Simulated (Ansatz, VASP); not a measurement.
## Two plane-wave programs on Na

INCAR

```
SYSTEM = Na
  PREC = Accurate
  ENCUT = 600
  EDIFF = 1E-6
  ISMEAR = -1
  SIGMA = 0.05
  LREAL = .False.
  LASPH = .True.
  NELM = 100
  ALGO = Normal
  ISIF = 3
  LWAVE = .False.
  LCHARG = .False.
  GGA = PE
  IBRION = 2
  NSW = 100
  EDIFFG = -0.005
```

Contents of KPOINTS:

```
regular mesh
0
Gamma
  10 10 6
  0 0 0
```

The input POSCAR:

```
Na
1.0
    3.6901008715      0.0000000000      0.0000000000
   -1.8450504358      3.1957210973      0.0000000000
    0.0000000000      0.0000000000      6.0283729130
Na
2
Direct
    0.3333333333      0.6666666667      0.2500000000
    0.6666666667      0.3333333333      0.7500000000
```

Input for Ansatz:

```yaml
crystal:
  lattice:
    - [3.6901008715, 0.0, 0.0]
    - [-1.8450504358, 3.1957210973, 0.0]
    - [0.0, 0.0, 6.028372913]
  atoms:
    - { symbol: Na, position: [0.3333333333, 0.6666666667, 0.25] }
    - { symbol: Na, position: [0.6666666667, 0.3333333333, 0.75] }
kpoints:
  mp_grid: { grid: [10, 10, 6] }
scf:
  occupations: { method: fermi_dirac, width: 0.05 }
hamiltonian:
  xc: pbe
  pseudopotentials: { kind: paw }
output:
  forces: true
  stress: true
  efg: { contact_densities: true }
relax:
  f_tol: 0.005
  max_steps: 80
  cell: {}
```

Alike in both runs: task relaxation of cell and atoms; functional PBE; k mesh 10 × 10 × 6; occupations fermi-dirac, width 0.05 eV; no spin polarisation.

|  | VASP | Ansatz |
| --- | --- | --- |
| version | VASP 6.6.1 | Ansatz 0.2.0 |
| potentials or method | VASP PAW PBE potentials, release 64 (Na_pv) | PAW with Ansatz's default frozen-core files, scalar-relativistic |
| plane-wave cutoff (eV) | 600 | 420 |
| valence electrons in the cell | 14 | 18 |

Ansatz gave:

| Property | Result |
| --- | --- |
| relaxed volume (Å³/atom) | 37.01 |
| relaxed cell length with the largest relative difference (Å) | 6.057 |
| energy change over the relaxation (meV/atom) | -2 |

Q: What did VASP give for the same quantities?

A: Relaxed volume (Å³/atom): 37.07; relaxed cell length with the largest relative difference (Å): 6.046; energy change over the relaxation (meV/atom): -2.

The two sets of potentials don't hold the same shells in valence.

PBE usually gives volumes a little too large and moduli too small. Zero-point motion and thermal expansion aren't in these numbers.
